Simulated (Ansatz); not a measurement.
# Se: the cost of one run

Computed with Ansatz 0.2.0 (DFT PBEsol, scalar-relativistic, unless a step's input says otherwise).

## 1. The system as given

The structure is trigonal, space group P3_221 (No. 154). The conventional cell has a = 4.355 Å, b = 4.355 Å, c = 4.949 Å, α = 90.00°, β = 90.00°, γ = 120.00°. Se (site symmetry 2) has 2 Se at 2.32 Å in its first shell of neighbours.

Coordinates:

```cif
data_structure
_symmetry_space_group_name_H-M 'P 1'
_symmetry_Int_Tables_number 1
_cell_length_a 4.3552
_cell_length_b 4.3552
_cell_length_c 4.9495
_cell_angle_alpha 90.000
_cell_angle_beta 90.000
_cell_angle_gamma 120.000
_cell_volume 81.30
loop_
_atom_site_label
_atom_site_type_symbol
_atom_site_fract_x
_atom_site_fract_y
_atom_site_fract_z
_atom_site_occupancy
Se1 Se 0.21700 0.00000 0.16667 1
Se2 Se 0.00000 0.21700 0.83333 1
Se3 Se 0.78300 0.78300 0.50000 1
```

Atoms are numbered in the order of the input: Se1, Se2, Se3.

## 2. After the deformation

Space group P3_221 before, P3_221 after.

## 3. LAPW, all electrons

Contents of input.yaml:

```yaml
crystal:
  lattice:
    - [4.3551696776, 0.0, 0.0]
    - [-2.1775848388, 3.7716875786, 0.0]
    - [0.0, 0.0, 4.9989445]
  atoms:
    - { symbol: Se, position: [0.217, 0.0, 0.1666666667] }
    - { symbol: Se, position: [0.0, 0.217, 0.8333333333] }
    - { symbol: Se, position: [0.783, 0.783, 0.5] }
kpoints:
  mp_grid: { grid: [8, 8, 6] }
  band_path:
    path:
      - [0.0, 0.0, 0.0]
      - [0.5, 0.0, 0.0]
      - [0.3333333333, 0.3333333333, 0.0]
      - [0.0, 0.0, 0.0]
      - [0.0, 0.0, 0.5]
      - [0.5, 0.0, 0.5]
      - [0.3333333333, 0.3333333333, 0.5]
      - [0.0, 0.0, 0.5]
      - [0.5, 0.0, 0.5]
    npoints: 5
scf:
  occupations: { method: fermi_dirac, width: 0.02 }
hamiltonian:
  xc: pbesol
  pseudopotentials: { kind: all_electron, lapw: { basis_error: 0.001 } }
output:
  forces: true
  stress: true
  eigenvalues: true
```

On the command line:

```bash
ansatz run input.yaml --threads 1 --pin off --max-ram 4096MiB --backend cpu --events-out ev --progress --plain --runs-dir out
```

**Question.** How long does this run take on 1 thread of Intel Xeon 6975P-C (Granite Rapids), shared host, and how much memory does it need?

About 52 s, with a peak of 0.52 GiB.
